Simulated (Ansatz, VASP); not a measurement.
# Cross-check of InP (InP(110)) between VASP and Ansatz, part 2 of 3

Aim: how closely do two programs agree when they are given the same cell, functional and k mesh? Of the first pair: The structure shown is the end of the VASP relaxation below. Valence electrons are named where the data sets of a main pair hold unlike numbers.

VASP 6.6.1 and Ansatz 0.2.0.

So far: Starting point; VASP: relaxation, PBE.

### Step 3. Ansatz: single point, PBE

Level of this step: Ansatz beside VASP: Kohn-Sham DFT, plane waves, PBE (Ansatz).

Ansatz runs on its default PAW (the set named soft_2) files.

The same cell, functional, mesh and smearing now go to Ansatz, which takes its cutoff from its data sets.

Input file input.yaml:

```yaml
crystal:
  lattice:
    - [4.19936561, 0.0, 0.0]
    - [0.0, 5.9387998, 0.0]
    - [0.0, 0.0, 33.10156343]
  atoms:
    - { symbol: In, position: [0.0, 0.05508687, 0.25495477] }
    - { symbol: In, position: [0.5, 0.48305201, 0.30250403] }
    - { symbol: In, position: [0.0, 0.9888186, 0.37162405] }
    - { symbol: In, position: [0.5, 0.48822901, 0.43453574] }
    - { symbol: In, position: [0.0, 0.99192445, 0.5] }
    - { symbol: In, position: [0.5, 0.48822901, 0.56546426] }
    - { symbol: In, position: [0.0, 0.9888186, 0.62837595] }
    - { symbol: In, position: [0.5, 0.48305201, 0.69749597] }
    - { symbol: In, position: [0.0, 0.05508687, 0.74504523] }
    - { symbol: P, position: [0.0, 0.73675603, 0.30704296] }
    - { symbol: P, position: [0.5, 0.26843652, 0.23383356] }
    - { symbol: P, position: [0.0, 0.74148752, 0.4357351] }
    - { symbol: P, position: [0.5, 0.24447796, 0.36937443] }
    - { symbol: P, position: [0.0, 0.74148752, 0.5642649] }
    - { symbol: P, position: [0.5, 0.2453865, 0.5] }
    - { symbol: P, position: [0.0, 0.73675603, 0.69295704] }
    - { symbol: P, position: [0.5, 0.24447796, 0.63062557] }
    - { symbol: P, position: [0.5, 0.26843652, 0.76616644] }
hamiltonian:
  xc: pbe
  pseudopotentials: { kind: paw }
kpoints:
  mp_grid: { grid: [6, 4, 1] }
scf:
  occupations: { method: gaussian, width: 0.03 }
  n_extra_bands: 8
efield:
  axis: 3
  dipole_correction: true
  ramp_width: 0.04
output:
  forces: true
  eigenvalues: true
```

The run is started by

```console
> ansatz run input.yaml --threads 8 --pin off --max-ram 18432MiB --backend cpu --events-out ev --progress --plain --runs-dir out
```

Numbers of over 12 decimals in the logs are rounded to 6 here.

What it wrote:

```text
scf.n_extra_bands = 8 over 81 filled bands (N_el = 162.0): the run solves 89 bands
Engine: ansatz 0.2.0, aarch64-unknown-linux-gnu
Pseudopotentials: kind: paw
Pseudopotential: In, paw, valence charge 13, recommended cutoff 420 eV (normal), In.paw.azcp
Pseudopotential: P, paw, valence charge 5, recommended cutoff 420 eV (normal), P.paw.azcp
Functional definition: PBE
  parameter kappa = 0.804
  parameter beta = 0.066725
  exchange = pbe_x(kappa = kappa, mu = beta*pi^2/3)
  correlation = pbe_c(beta = beta)
Crystal: 18 atoms, lattice volume = 825.526 Å³
Basis set: ecut = 420 eV, 16023 PW (Γ), exchange–correlation on 60×80×450 points (8 copies of the dense FFT grid, shifted against one another)
Bands: 89, of which v1, the nominal top of the filled ones, is band 81 counted from 1 (80 counted from 0)
Symmetry: 2 space group operations
k-points: 12 of 24 (time reversal used)
Non-local potential: In, projectors of the file, l = 0: 2, l = 1: 2, l = 2: 2, l = 3: 2
Non-local potential: P, projectors of the file, l = 0: 2, l = 1: 2, l = 2: 2
PAW form: soft (Blöchl's): semilocal exchange-correlation on the pseudo side does not see the compensation charge
PAW one-centre angular grid: In, 590 points (default); XC on 64 Gauss nodes
PAW one-centre angular grid: P, 110 points (default); XC on 64 Gauss nodes
Initial density: superposition of atomic densities (neutral atoms: chi_scale 0, normalization atom), corrected by the library's trained network
Initial wavefunctions: pseudopotential atomic-orbital guess
Functional: x = pbe(κ = 0.804, μ = 0.219515), c = pbe(β = 0.066725)
SCF iter   1: F=—  HF=-57184.193713 eV  |F-HF|=—  |Δ(HF+E_count)|=         —  Δρ=1.61e-3  dr2=7.03e-2  ethr=1.77e-3  p=0.000 e·Å  D=5.15e-14 V/Å  ΔV_dip=-0.00 eV  dr2_dipole=9.18e-10  V_vac-E_F(+/−)=4.73/4.73 eV  ⟨swp⟩=8.6  Hψ=5293  notcnv=0
efield: sawtooth ramp at fractional position 0.9800 (placed from the atoms, in the widest stretch of the axis that holds none; the zero of the levels goes with the place), width 0.0400; the density the first Hamiltonian is built on has a dipole p = 0.000 e·Å; the dipole correction subtracts the counter field D = 5.15e-14 V/Å, which shifts the + side's vacuum level by -0.00 eV against the − side's; the planar-averaged density in the ramp window peaks in size at 1.2e-5 e/Å³
preconditioner: auto → Resta (q_TF=auto, 2.080 Å⁻¹)  ε∞=2.9  [insulator: Δε(μ)=0.718 eV  Ē_g=12.046 eV  σ=0.030 eV  W_gap=1.00  n_scr=132 (ndim 8)  ℏωp=16.4 eV  f_vac=0.402  D(μ)=0.00/eV (n_scr^D=0)  ε∞_Penn≈2.9  vacuum switching on, ρ_ref=1.1e-2 e/Å³]
SCF iter   2: F=—  HF=-57184.189658 eV  |F-HF|=—  |Δ(HF+E_count)|=   4.05e-3  Δρ=8.60e-4  dr2=4.41e-2  ethr=4.34e-5  p=0.000 e·Å  D=2.97e-6 V/Å  ΔV_dip=-0.00 eV  dr2_dipole=4.36e-9  V_vac-E_F(+/−)=4.87/4.87 eV  ⟨swp⟩=3.6  Hψ=2425  notcnv=0  defer=26
SCF iter   3: F=—  HF=-57184.186358 eV  |F-HF|=—  |Δ(HF+E_count)|=   3.30e-3  Δρ=5.01e-4  dr2=5.83e-3  ethr=2.72e-5  p=-0.000 e·Å  D=-1.93e-6 V/Å  ΔV_dip=0.00 eV  dr2_dipole=1.17e-9  V_vac-E_F(+/−)=4.73/4.73 eV  ⟨swp⟩=2.6  Hψ=1342  notcnv=0  defer=26
SCF iter   4: F=—  HF=-57184.186932 eV  |F-HF|=—  |Δ(HF+E_count)|=   5.74e-4  Δρ=2.22e-4  dr2=1.04e-3  ethr=3.60e-6  p=0.000 e·Å  D=2.93e-6 V/Å  ΔV_dip=-0.00 eV  dr2_dipole=2.32e-9  V_vac-E_F(+/−)=4.73/4.73 eV  ⟨swp⟩=2.1  Hψ=1265  notcnv=0  defer=26
SCF iter   5: F=—  HF=-57184.187168 eV  |F-HF|=—  |Δ(HF+E_count)|=   2.36e-4  Δρ=8.65e-5  dr2=1.90e-4  ethr=6.44e-7  p=-0.000 e·Å  D=-4.55e-6 V/Å  ΔV_dip=0.00 eV  dr2_dipole=8.44e-9  V_vac-E_F(+/−)=4.72/4.72 eV  ⟨swp⟩=2.0  Hψ=1350  notcnv=0  defer=26
SCF iter   6: F=—  HF=-57184.187234 eV  |F-HF|=—  |Δ(HF+E_count)|=   6.59e-5  Δρ=2.94e-5  dr2=1.06e-5  ethr=1.17e-7  p=0.000 e·Å  D=7.82e-6 V/Å  ΔV_dip=-0.00 eV  dr2_dipole=2.13e-8  V_vac-E_F(+/−)=4.72/4.72 eV  ⟨swp⟩=2.1  Hψ=1484  notcnv=0  defer=26
SCF iter   7: F=—  HF=-57184.187035 eV  |F-HF|=—  |Δ(HF+E_count)|=   1.99e-4  Δρ=9.64e-6  dr2=1.51e-6  ethr=6.54e-9  p=-0.000 e·Å  D=-2.38e-5 V/Å  ΔV_dip=0.00 eV  dr2_dipole=1.88e-7  V_vac-E_F(+/−)=4.72/4.72 eV  ⟨swp⟩=2.7  Hψ=2045  notcnv=0  defer=26
SCF iter   8: F=—  HF=-57184.187037 eV  |F-HF|=—  |Δ(HF+E_count)|=   1.79e-6  Δρ=3.55e-6  dr2=9.23e-7  ethr=9.33e-10  p=0.000 e·Å  D=5.40e-5 V/Å  ΔV_dip=-0.00 eV  dr2_dipole=9.42e-7  V_vac-E_F(+/−)=4.72/4.72 eV  ⟨swp⟩=2.1  Hψ=1545  notcnv=0  defer=26
SCF iter   9: F=—  HF=-57184.187037 eV  |F-HF|=—  |Δ(HF+E_count)|=   4.52e-8  Δρ=1.94e-6  dr2=1.07e-7  ethr=5.70e-10  p=-0.000 e·Å  D=-1.62e-5 V/Å  ΔV_dip=0.00 eV  dr2_dipole=8.59e-8  V_vac-E_F(+/−)=4.72/4.72 eV  ⟨swp⟩=2.0  Hψ=1267  notcnv=0  defer=26
SCF iter  10: F=-57184.187037 eV  HF=-57184.187037 eV  |F-HF|=6.89e-9  |Δ(HF+E_count)|=   3.70e-8  Δρ=7.78e-7  dr2=7.99e-9  ethr=6.17e-11  p=-0.000 e·Å  D=-1.67e-6 V/Å  ΔV_dip=0.00 eV  dr2_dipole=9.72e-10  V_vac-E_F(+/−)=4.72/4.72 eV  ⟨swp⟩=12.0  Hψ=4783  notcnv=0
SCF 1 converged in 10 iterations: F = -57184.187037 eV  dr2 = 7.99e-9
  greatest PAW one-centre occupation: 0.982 electrons in one spin orbital (limit 2), on the In atom at site 0 (counted from 0), in its partial waves of l = 2
SCF converged after 10 iterations
Free energy (F): -57184.187037 eV
Harris-Foulkes:  -57184.187037 eV  (|F-HF|=6.89e-9)
Internal energy: -57184.187037 eV  (E = F + TS)
E sigma→0 (E₀):  -57184.187037 eV
Fermi energy:    1.928158 eV
Dipole field:    D = 0.000019 V/Å  (p = 0.000087 e·Å, saw-weighted, corrected)
Work function:   Φ+ = 4.7218 eV   Φ− = 4.7224 eV
Levels:          The Fermi level and band energies are counted from a zero that moves with the ramp; work functions are not
--- Per-component energies (eV) ---
  E_band       = -1331.235757
  E_kinetic    = 2801.589339
  E_local      = -108697.889920  (includes V_loc(G=0)·N_el)
  E_nonlocal   = 3610.624733
  E_hartree    = 52593.442787
  E_xc         = -2480.751109
  E_vxc        = -1426.801872  (∫ρ·V_xc dr)
  E_paw        = -42523.205580  (= ΣΔE_a)
  E_vpaw       = -2805.646478  (= ΣTr[D̂ρ^β])
  E_aug_tail   = 0.000257  (compensation charges beyond the density's cutoff)
  E_efield     = 0.000000  (sawtooth field / dipole correction)
  E_vefield    = 0.000000  (∫n·V_field dr)
  E_ewald      = 37512.002457
  E_smearing   = -0.000000  (= −TS)
  E_closure    = 0.000000  (closes the sum)
  Σ components = -57184.187037   (vs F -57184.187037, Δ=0.00e0)
--- Forces (eV/Å), atoms counted from 1 ---
  atom   1  In     0.00000000     0.03624123     0.01242979
  atom   2  In     0.00000000     0.04588088     0.02950395
  atom   3  In     0.00000000     0.02749242     0.01440692
  atom   4  In     0.00000000     0.00826400     0.01459714
  atom   5  In     0.00000000    -0.01251073     0.00000999
  atom   6  In     0.00000000     0.00826537    -0.01457781
  atom   7  In     0.00000000     0.02749523    -0.01439177
  atom   8  In     0.00000000     0.04588518    -0.02949414
  atom   9  In     0.00000000     0.03624582    -0.01242746
  atom  10  P      0.00000000     0.02619120    -0.02161796
  atom  11  P      0.00000000    -0.07288794     0.16201589
  atom  12  P      0.00000000     0.00439162     0.00198620
  atom  13  P      0.00000000    -0.04504565     0.03273609
  atom  14  P      0.00000000     0.00439138    -0.00200896
  atom  15  P      0.00000000    -0.04855782    -0.00001223
  atom  16  P      0.00000000     0.02618902     0.02160502
  atom  17  P      0.00000000    -0.04504680    -0.03275611
  atom  18  P      0.00000000    -0.07288735    -0.16201901
  max |Σ_I F_I| component: 1.45e-5 eV/Å
--- Band table (eV; the first three rows and the last of 12) ---
  k-point 0: bands = [... 77 lower, 1.2873, 1.3562, 1.4638, 1.5479, 2.3084, 2.9406, 3.3180, 3.5014, ... 4 higher]
  k-point 1: bands = [... 77 lower, 1.1146, 1.1223, 1.1362, 1.1416, 3.1854, 3.1927, 3.3121, 3.3475, ... 4 higher]
  k-point 2: bands = [... 77 lower, 0.7105, 0.7378, 0.8307, 0.8439, 2.9866, 3.0757, 3.2305, 3.3513, ... 4 higher]
  k-point 11: bands = [... 77 lower, 0.4556, 0.5304, 0.8146, 0.8537, 2.7410, 3.1534, 3.1917, 4.0348, ... 4 higher]
```

It took 31 s on 8 threads of Arm Neoverse N1, shared host; peak memory 3 GiB.

The column dr2 measures how far the density is from self-consistency, as an energy; F and HF (Harris–Foulkes) agree once it is small.

### Step 4. Side by side

Known differences besides the potentials themselves: the data sets hold 162 valence electrons in Ansatz (on its default PAW (the set named soft_2) files) and 72 in VASP; the cutoff is 420 eV in Ansatz and 320 eV in VASP (PREC = Normal, projectors in real space); VASP leaves aspherical gradient terms in its spheres out (LASPH is not set), Ansatz keeps them. Total energies have different zeros and are not compared.

The two programs side by side:

```
              quantity  Ansatz   VASP  difference
gap on the k mesh (eV)   0.760  0.796      -0.036
```

At this near-relaxed geometry the largest component of a force difference is 138 meV/Å. A gap on the mesh is an upper bound, since the band edges may lie between its points. VASP's last cycles still show a density residual of 3e-03, so its state may not be settled. With vacuum in the cell, a pressure given here is an average over mostly empty space and none of the material.

### Step 5. Other set-ups

Further runs change the set-up of one program: Ansatz's method, potentials or start, or VASP's data sets, cutoff or form of LDA. The table gives Ansatz less VASP for each quantity, since a change that brings one quantity closer may part another.

```
                                       run  r.m.s. force difference (meV/Å)  gap on the k mesh (eV)
                                  as above                               34                  -0.036
   Ansatz's larger PAW set (cutoff 620 eV)                               34                  -0.035
norm-conserving potentials (cutoff 952 eV)                               32                  -0.040
```

### Step 6. VASP: band structure, PBE

The same path points are solved in both programs, so levels can be compared one by one.

Input file INCAR:

```
SYSTEM = InP
PREC = Normal
ENCUT = 320
EDIFF = 1E-06
NELM = 120
ISMEAR = 0
SIGMA = 0.03
LREAL = Auto
ALGO = Fast
GGA = PE
NBANDS = 54
LORBIT = 11
LWAVE = .FALSE.
LCHARG = .TRUE.
KPAR = 2
IDIPOL = 3
LDIPOL = .TRUE.
DIPOL = 0.5 0.5 0.5
LVHAR = .TRUE.
LVACPOTAV = .TRUE.
NEDOS = 1500
```

Input file POSCAR:

```
InP
1.0
    4.1993656095      0.0000000000      0.0000000000
    0.0000000000      5.9387997982      0.0000000000
    0.0000000000      0.0000000000     33.1015634268
In P
9 9
Direct
    0.0000000000      0.0550868708      0.2549547677
    0.5000000000      0.4830520086      0.3025040253
    0.0000000000      0.9888186010      0.3716240484
    0.5000000000      0.4882290118      0.4345357362
    0.0000000000      0.9919244473      0.5000000000
    0.5000000000      0.4882290118      0.5654642638
    0.0000000000      0.9888186010      0.6283759516
    0.5000000000      0.4830520086      0.6974959747
    0.0000000000      0.0550868708      0.7450452323
    0.0000000000      0.7367560335      0.3070429572
    0.5000000000      0.2684365196      0.2338335587
    0.0000000000      0.7414875181      0.4357350993
    0.5000000000      0.2444779613      0.3693744262
    0.0000000000      0.7414875181      0.5642649007
    0.5000000000      0.2453865032      0.5000000000
    0.0000000000      0.7367560335      0.6929570428
    0.5000000000      0.2444779613      0.6306255738
    0.5000000000      0.2684365196      0.7661664413
```

Input file KPOINTS:

```
Automatic mesh
0
Gamma
6 4 1
0 0 0
```

Input file KPOINTS_OPT:

```
Line mode
14
Line-mode
Reciprocal
  0.00000000   0.00000000   0.00000000 GAMMA
  0.50000000   0.00000000   0.00000000 X

  0.50000000   0.00000000   0.00000000 X
  0.50000000   0.50000000   0.00000000 S

  0.50000000   0.50000000   0.00000000 S
  0.00000000   0.50000000   0.00000000 Y

  0.00000000   0.50000000   0.00000000 Y
  0.00000000   0.00000000   0.00000000 GAMMA

  0.00000000   0.00000000   0.00000000 GAMMA
  0.50000000   0.50000000   0.00000000 S
```

Potentials, in the order of the species: In and P (PBE family, release 64).

The run is started by

```console
> mpirun -np 4 vasp_std
```

What it wrote:

```text
[banner, memory and clock lines left out]
running    4 mpi-ranks, on    1 nodes
[...]
LDA part: xc-table for (Slater+PW92), standard interpolation
 POSCAR, INCAR and KPOINTS ok, starting setup
[...]
entering main loop
       N       E                     dE             d eps       ncg     rms          rms(c)
DAV:   1     0.302966192318E+03    0.30297E+03   -0.17900E+04  1296   0.675E+02
DAV:   2    -0.368667996924E+02   -0.33983E+03   -0.32786E+03  1712   0.147E+02
DAV:   3    -0.756011761851E+02   -0.38734E+02   -0.38270E+02  1584   0.512E+01
DAV:   4    -0.773359901035E+02   -0.17348E+01   -0.17282E+01  1816   0.125E+01
[...]
RMM:  26    -0.732635502486E+02   -0.75906E-05   -0.46297E-07  1017   0.152E-03    0.741E-04
RMM:  27    -0.732635550719E+02   -0.48233E-05   -0.48181E-07  1017   0.143E-03    0.319E-03
RMM:  28    -0.732635559687E+02   -0.89685E-06   -0.49116E-08   514   0.691E-04
|                                                                             |
[...]
|     workfunction values.                                                    |
|                                                                             |

   1 F= -.73263556E+02 E0= -.73263556E+02  d E =-.717534E-11
 Start KPOINTS_OPT (optional k-point list driver)
k-point batch [1-12\70]
       N       E                     dE             ncg
DAV:   1     0.510750506941E+03   -0.61474E+04     1296
DAV:   2    -0.344322591027E+04   -0.39540E+04     1724
DAV:   3    -0.388575590050E+04   -0.44253E+03     1570
DAV:   4    -0.390498159147E+04   -0.19226E+02     1784
[...]
DAV:   8    -0.390558614252E+04   -0.61315E-04     1792
DAV:   9    -0.390558614546E+04   -0.29436E-05     1400
DAV:  10    -0.390558614564E+04   -0.17646E-06     1080
[...]
k-point batch [61-70\70]
       N       E                     dE             ncg
DAV:   1     0.514371469894E+03   -0.11241E+05     1080
DAV:   2    -0.271232397578E+04   -0.32267E+04     1460
DAV:   3    -0.305794188331E+04   -0.34562E+03     1296
DAV:   4    -0.307233848294E+04   -0.14397E+02     1520
[...]
DAV:   8    -0.307279653015E+04   -0.69759E-04     1496
DAV:   9    -0.307279653271E+04   -0.25679E-05     1176
DAV:  10    -0.307279653289E+04   -0.17456E-06     1024
```

Parts of OUTCAR (step 6):

```text
  Total        1.9928953      1.5185424     -0.4759580      0.0000000      0.0000000      0.0000000
  in kB        3.8678016      2.9471797     -0.9237370      0.0000000      0.0000000      0.0000000
  external PRESSURE =       1.9637481 kB  Pullay stress =       0.0000000 kB

 POSITION                                       TOTAL-FORCE (eV/Angst)
 -----------------------------------------------------------------------------------
      0.00000      0.32715      8.43940        -0.000000      0.004582     -0.008166
      2.09968      2.86875     10.01336        -0.000000      0.009076      0.011604
      0.00000      5.87240     12.30134        -0.000000      0.018286      0.017128
      2.09968      2.89949     14.38381        -0.000000     -0.006767      0.016179
      0.00000      5.89084     16.55078        -0.000000     -0.007903      0.000000
      2.09968      2.89949     18.71775        -0.000000     -0.006767     -0.016179
      0.00000      5.87240     20.80023        -0.000000      0.018286     -0.017128
      2.09968      2.86875     23.08821        -0.000000      0.009076     -0.011604
      0.00000      0.32715     24.66216        -0.000000      0.004582      0.008166
      0.00000      4.37545     10.16360        -0.000000     -0.004949     -0.003846
      2.09968      1.59419      7.74026         0.000000     -0.007330      0.023632
      0.00000      4.40355     14.42351        -0.000000      0.007758      0.007185
      2.09968      1.45191     12.22687        -0.000000     -0.008884      0.003288
      0.00000      4.40355     18.67805        -0.000000      0.007758     -0.007185
[...]
-----------------------------------------------------------------------------------
    total drift:                               -0.000000      0.034100      0.000002

  FREE ENERGIE OF THE ION-ELECTRON SYSTEM (eV)
  ---------------------------------------------------
  free  energy   TOTEN  =       -73.2635559687 eV

  energy  without entropy=      -73.2635559687  energy(sigma->0) =      -73.26355597

[... 2 parts as in an earlier step ...]

[... 1 further part left out ...]
[key lines of the parts left out:]
E-fermi :  -0.0465
```

(Part 2 of 3 ends here.)

[Lines on the potential files, build, host, timing and source positions are cut from VASP's logs without a mark.]

[Logs are printed without paths, hosts, clocks, repeated set-up lines and the standing remarks that a program may print on its own settings, such as how far it seeks lower states.]

[Hosts, paths, dates, database ids (printed as entryN), source tags and the programs' standing remarks are cut or masked in the printed files.]
